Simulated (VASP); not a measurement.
## VASP 6.6.1, PBE single-point calculation, BaO (strained rocksalt)

INCAR

```
EDIFF = 1E-7
NSW = 0
LWAVE = .FALSE.
SIGMA = 0.02
GGA = PE
PREC = Accurate
ISMEAR = -1
ENCUT = 520
IBRION = -1
LREAL = .FALSE.
ISIF = 2
LCHARG = .FALSE.
LASPH = .TRUE.
NELM = 120
NBANDS = 15
```

KPOINTS

```
KPOINTS created by Atomic Simulation Environment
0
Gamma
8 8 8
0 0 0
```

KPOINTS_OPT

```
special points
7
Reciprocal
0.0000000000 0.0000000000 0.0000000000 1
0.5000000000 0.0000000000 0.5000000000 1
0.6250000000 0.2500000000 0.6250000000 1
0.3750000000 0.3750000000 0.7500000000 1
0.5000000000 0.5000000000 0.5000000000 1
0.5000000000 0.2500000000 0.7500000000 1
0.0000000000 0.5000000000 0.5000000000 1
```

POSCAR

```
Ba O
 1.0000000000000000
     0.0000000000000000    2.8551009619999999    2.8551009619999999
     2.8551009619999999    0.0000000000000000    2.8551009619999999
     2.8551009619999999    2.8551009619999999    0.0000000000000000
 Ba  O
   1   1
Cartesian
  0.0000000000000000  0.0000000000000000  0.0000000000000000
  2.8551009619999999  2.8551009619999999  2.8551009619999999
```

VASP ran with the recommended PBE PAW datasets (16 valence electrons in the cell).

Command

```
mpirun -np 1 vasp_std
```

OSZICAR

```
N       E                     dE             d eps       ncg     rms          rms(c)
DAV:   1     0.820461448477E+02    0.82046E+02   -0.76083E+03   878   0.964E+02
DAV:   2    -0.102574735906E+02   -0.92304E+02   -0.81826E+02  1250   0.198E+02
DAV:   3    -0.143524052286E+02   -0.40949E+01   -0.40639E+01  1115   0.419E+01
DAV:   4    -0.143941240077E+02   -0.41719E-01   -0.41713E-01  1010   0.439E+00
DAV:   5    -0.143949066980E+02   -0.78269E-03   -0.78267E-03  1061   0.530E-01    0.928E+00
DAV:   6    -0.120978253487E+02    0.22971E+01   -0.92799E+00   905   0.207E+01    0.624E+00
DAV:   7    -0.118147459468E+02    0.28308E+00   -0.77585E-01   968   0.660E+00    0.198E+00
DAV:   8    -0.117908805544E+02    0.23865E-01   -0.12564E-01  1059   0.346E+00    0.629E-01
DAV:   9    -0.117862038601E+02    0.46767E-02   -0.13802E-02  1045   0.107E+00    0.175E-01
DAV:  10    -0.117877024310E+02   -0.14986E-02   -0.33224E-03   905   0.445E-01    0.478E-02
DAV:  11    -0.117876907504E+02    0.11681E-04   -0.15898E-04  1087   0.961E-02    0.313E-02
DAV:  12    -0.117876962775E+02   -0.55270E-05   -0.23466E-05   954   0.404E-02    0.553E-03
DAV:  13    -0.117876956273E+02    0.65019E-06   -0.23562E-06  1052   0.122E-02    0.206E-03
DAV:  14    -0.117876958794E+02   -0.25209E-06   -0.80438E-07   968   0.632E-03    0.191E-03
DAV:  15    -0.117876959091E+02   -0.29677E-07   -0.14180E-07  1042   0.286E-03
   1 F= -.11787696E+02 E0= -.11787696E+02  d E =-.421499E-11
       N       E                     dE             ncg
DAV:   1     0.280790096430E+03   -0.36252E+04      210
DAV:   2    -0.352825870322E+03   -0.63362E+03      273
DAV:   3    -0.382884481093E+03   -0.30059E+02      305
DAV:   4    -0.383174498468E+03   -0.29002E+00      245
DAV:   5    -0.383181173785E+03   -0.66753E-02      252
DAV:   6    -0.383181314843E+03   -0.14106E-03      259
DAV:   7    -0.383181318145E+03   -0.33017E-05      260
DAV:   8    -0.383181318223E+03   -0.77553E-07      241
```

From OUTCAR

```
k-points           NKPTS =     29   k-points in BZ     NKDIM =     29   number of bands    NBANDS=     15

   NELECT =      16.0000    total number of electrons

   dimension x,y,z NGX =    30 NGY =   30 NGZ =   30
   dimension x,y,z NGXF=    60 NGYF=   60 NGZF=   60

  energy-cutoff  :      520.00
  volume of cell :       46.55
      direct lattice vectors                 reciprocal lattice vectors
     0.000000000  2.855100962  2.855100962    -0.175125156  0.175125156  0.175125156
     2.855100962  0.000000000  2.855100962     0.175125156 -0.175125156  0.175125156
     2.855100962  2.855100962  0.000000000     0.175125156  0.175125156 -0.175125156

 k-points in reciprocal lattice and weights: KPOINTS created by Atomic Simulation Env
   0.00000000  0.00000000  0.00000000       0.002
   0.12500000  0.00000000  0.00000000       0.016
   0.25000000  0.00000000  0.00000000       0.016
   0.37500000  0.00000000  0.00000000       0.016
   0.50000000  0.00000000  0.00000000       0.008
   0.12500000  0.12500000  0.00000000       0.012
   0.25000000  0.12500000  0.00000000       0.047
   0.37500000  0.12500000  0.00000000       0.047
   ...

 E-fermi :   1.7148

 k-point     1 :       0.0000    0.0000    0.0000
  band No.  band energies     occupation
      1     -24.6712      2.00000
      2     -13.4757      2.00000
      3      -9.3364      2.00000
      4      -9.3364      2.00000
      5      -9.3364      2.00000
      6       1.1563      2.00000
      7       1.1563      2.00000
      8       1.1563      2.00000
      9       4.4535      0.00000
     10       5.9879      0.00000
     11       5.9879      0.00000
     12       5.9879      0.00000
     13       8.0331      0.00000
     14       8.0331      0.00000
     15      11.1622      0.00000

 k-point     2 :       0.1250    0.0000    0.0000
  band No.  band energies     occupation
      1     -24.6468      2.00000
      2     -13.5530      2.00000
      3      -9.3672      2.00000
      4      -9.3515      2.00000
      5      -9.3515      2.00000
      6       0.8377      2.00000
      7       0.9878      2.00000
      8       0.9878      2.00000
      9       5.0609      0.00000
     10       5.8692      0.00000
     11       6.2479      0.00000
     12       6.2479      0.00000
     13       8.3735      0.00000
     14       8.3735      0.00000
     15      12.0233      0.00000

 k-point     3 :       0.2500    0.0000    0.0000
  band No.  band energies     occupation
      1     -24.5870      2.00000
      2     -13.7396      2.00000
      3      -9.4367      2.00000
      4      -9.3875      2.00000
      5      -9.3875      2.00000
      6       0.2561      2.00000
      7       0.6247      2.00000
      8       0.6247      2.00000
      9       5.7244      0.00000
     10       6.5803      0.00000
     11       6.9461      0.00000
     12       6.9461      0.00000
     13       9.2282      0.00000
     14       9.2282      0.00000
     15      13.8536      0.00000

 k-point     4 :       0.3750    0.0000    0.0000
  band No.  band energies     occupation
      1     -24.5257      2.00000
      2     -13.9267      2.00000
      3      -9.5001      2.00000
      4      -9.4226      2.00000
      5      -9.4226      2.00000
      6      -0.2044      2.00000
      7       0.3077      2.00000
      8       0.3077      2.00000
      9       5.9454      0.00000
     10       7.7723      0.00000
     11       7.7723      0.00000
     12       8.1533      0.00000
     13      10.3277      0.00000
     14      10.3277      0.00000
     15      14.3844      0.00000

 k-point     5 :       0.5000    0.0000    0.0000
  band No.  band energies     occupation
      1     -24.4998      2.00000
      2     -14.0041      2.00000
      3      -9.5247      2.00000
      4      -9.4369      2.00000
      5      -9.4369      2.00000
      6      -0.3751      2.00000
      7       0.1866      2.00000
      8       0.1866      2.00000
      9       6.0976      0.00000
     10       8.1583      0.00000
     11       8.1583      0.00000
     12       8.9588      0.00000
     13      11.1091      0.00000
     14      11.1091      0.00000
     15      14.1304      0.00000

 k-point     6 :       0.1250    0.1250    0.0000
  band No.  band energies     occupation
      1     -24.6389      2.00000
      2     -13.5651      2.00000
      3      -9.4033      2.00000
      4      -9.4033      2.00000
      5      -9.3191      2.00000
      6       0.5607      2.00000
      7       1.1246      2.00000
      8       1.1246      2.00000
      9       5.1054      0.00000
     10       5.4086      0.00000
     11       6.5499      0.00000
     12       6.5499      0.00000
     13       8.2274      0.00000
     14       8.6946      0.00000
     15      12.2752      0.00000

 k-point     7 :       0.2500    0.1250    0.0000
  band No.  band energies     occupation
      1     -24.5913      2.00000
      2     -13.6844      2.00000
      3      -9.4769      2.00000
      4      -9.4647      2.00000
      5      -9.3817      2.00000
      6       0.2257      2.00000
      7       0.8808      2.00000
      8       0.9563      2.00000
      9       5.1775      0.00000
     10       5.9729      0.00000
     11       7.1790      0.00000
     12       7.2510      0.00000
     13       8.7640      0.00000
     14       9.3765      0.00000
     15      13.7957      0.00000

 k-point     8 :       0.3750    0.1250    0.0000
  band No.  band energies     occupation
      1     -24.5308      2.00000
      2     -13.8429      2.00000
      3      -9.5479      2.00000
      4      -9.5000      2.00000
      5      -9.4924      2.00000
      6       0.0248      2.00000
      7       0.4701      2.00000
      8       0.6239      2.00000
      9       5.4693      0.00000
     10       6.9908      0.00000
     11       8.0154      0.00000
     12       8.1149      0.00000
     13       9.8855      0.00000
     14      10.2196      0.00000
     15      14.6175      0.00000

 k-point     9 :       0.5000    0.1250    0.0000
  band No.  band energies     occupation
      1     -24.4931      2.00000
      2     -13.9455      2.00000
      3      -9.6317      2.00000
      4      -9.5321      2.00000
      5      -9.4895      2.00000
      6      -0.1231      2.00000
      7       0.3326      2.00000
      8       0.3403      2.00000
      9       5.9936      0.00000
     10       7.3455      0.00000
     11       8.3650      0.00000
     12       9.0166      0.00000
     13      10.9232      0.00000
     14      11.2733      0.00000
     15      13.4067      0.00000

 k-point    10 :      -0.3750    0.1250    0.0000
  band No.  band energies     occupation
      1     -24.5015      2.00000
      2     -13.9305      2.00000
      3      -9.6672      2.00000
      4      -9.4965      2.00000
      5      -9.4392      2.00000
      6      -0.1660      2.00000
      7       0.2383      2.00000
      8       0.5376      2.00000
      9       6.0442      0.00000
     10       7.3487      0.00000
     11       7.9701      0.00000
     12       8.7197      0.00000
     13      10.5981      0.00000
     14      11.3264      0.00000
     15      13.4253      0.00000

 k-point    11 :      -0.2500    0.1250    0.0000
  band No.  band energies     occupation
      1     -24.5507      2.00000
      2     -13.8084      2.00000
      3      -9.6064      2.00000
      4      -9.4314      2.00000
      5      -9.3776      2.00000
      6       0.0260      2.00000
      7       0.3592      2.00000
      8       0.8688      2.00000
      9       5.7059      0.00000
     10       6.7606      0.00000
     11       7.1260      0.00000
     12       7.8632      0.00000
     13       9.8351      0.00000
     14       9.8736      0.00000
     15      14.6631      0.00000

 k-point    12 :      -0.1250    0.1250    0.0000
  band No.  band energies     occupation
      1     -24.6108      2.00000
      2     -13.6529      2.00000
      3      -9.4773      2.00000
      4      -9.3752      2.00000
      5      -9.3408      2.00000
      6       0.4165      2.00000
      7       0.6580      2.00000
      8       1.0800      2.00000
      9       5.6297      0.00000
     10       5.7230      0.00000
     11       6.4552      0.00000
     12       7.0441      0.00000
     13       8.7329      0.00000
     14       9.0217      0.00000
     15      13.1989      0.00000

 k-point    13 :       0.2500    0.2500    0.0000
  band No.  band energies     occupation
      1     -24.5613      2.00000
      2     -13.6785      2.00000
      3      -9.5611      2.00000
      4      -9.5611      2.00000
      5      -9.5510      2.00000
      6       0.2242      2.00000
      7       1.1240      2.00000
      8       1.1240      2.00000
      9       4.4496      0.00000
     10       6.0913      0.00000
     11       7.9629      0.00000
     12       7.9629      0.00000
     13       8.7579      0.00000
     14       9.6263      0.00000
     15      14.8129      0.00000

 ...

  Total       -0.8926126     -0.8926126     -0.8926126      0.0000000      0.0000000     -0.0000000
  in kB      -30.7241000    -30.7241000    -30.7241000      0.0000000      0.0000000     -0.0000000
  external PRESSURE =     -30.7241000 kB  Pullay stress =       0.0000000 kB

 POSITION                                       TOTAL-FORCE (eV/Angst)
 -----------------------------------------------------------------------------------
      0.00000      0.00000      0.00000        -0.000000     -0.000000      0.000000
      2.85510      2.85510      2.85510         0.000000      0.000000     -0.000000
 -----------------------------------------------------------------------------------
    total drift:                                0.000000      0.000000      0.000000

  FREE ENERGIE OF THE ION-ELECTRON SYSTEM (eV)
  ---------------------------------------------------
  free  energy   TOTEN  =       -11.7876959091 eV

  energy  without entropy=      -11.7876959091  energy(sigma->0) =      -11.78769591
```

```yaml
gap_between_bands_v_and_c: 2.24 eV
least_direct_gap: 2.24 eV
pressure: -3.1 GPa
```

Band v is the last that the valence electrons fill when counted band by band, and c is the next.

The run took about 24 s on one core of a shared host (Intel Xeon Platinum 8488C) and held 0.19 GiB at most.
